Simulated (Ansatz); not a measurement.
## CdS: moving Cd off its site

CdS, F-43m, a = 5.820 Å (as given, not relaxed at this level: 1.9 GPa). This isn't the usual stable structure of the compound. Ansatz: r2SCAN, PAW, 500 eV, Γ-centred 8×8×8 mesh on 2 atoms, Gaussian smearing 0.05 eV; no spin polarisation.

```
CELL_PARAMETERS angstrom
0.00000 2.91000 2.91000
2.91000 0.00000 2.91000
2.91000 2.91000 0.00000
ATOMIC_POSITIONS crystal
Cd 0.00000 0.00000 0.00000
S 0.75000 0.75000 0.75000
```

Atom 1 (Cd) moves by x along the unit vector (0.000, 1.000, 0.000), with its periodic images; all else is held. y is the free energy of the cell over the start, F the force along the path summed over the moved atoms. Symmetry makes y even in x.

```tsv
x (Å)	y (meV)	F (eV/Å)
-0.200	?	?
-0.100	26.5	0.53
0.000	0.0	0.00
0.050	6.6	-0.27
0.125	41.3	-0.66
0.150	59.3	-0.78
0.175	80.4	-0.91
```

Q: Fit y = c2 x² + c4 x⁴ to the energies of the other rows, give the force constant, and predict energy and force of the missing row.

A: Least squares on the rows shown. y = 2661 x² − 1170 x⁴. The force constant is 2 c2 = 5.32 eV/Å² (for all images moving together, not for a lone atom). With two atoms in a cubic cell this is the optical mode at Γ without the LO field: ω = 521.5 √(2 c2/μ) = 241 cm⁻¹ for μ = 24.95 u. The force −dy/dx at the missing row is 1.03 eV/Å (computed 1.03). At x = -0.200 the fit asked for gives 104.6 meV. The run gave 104.7 meV, so the fit is 0.1 meV too low, a small miss on the scale of the series.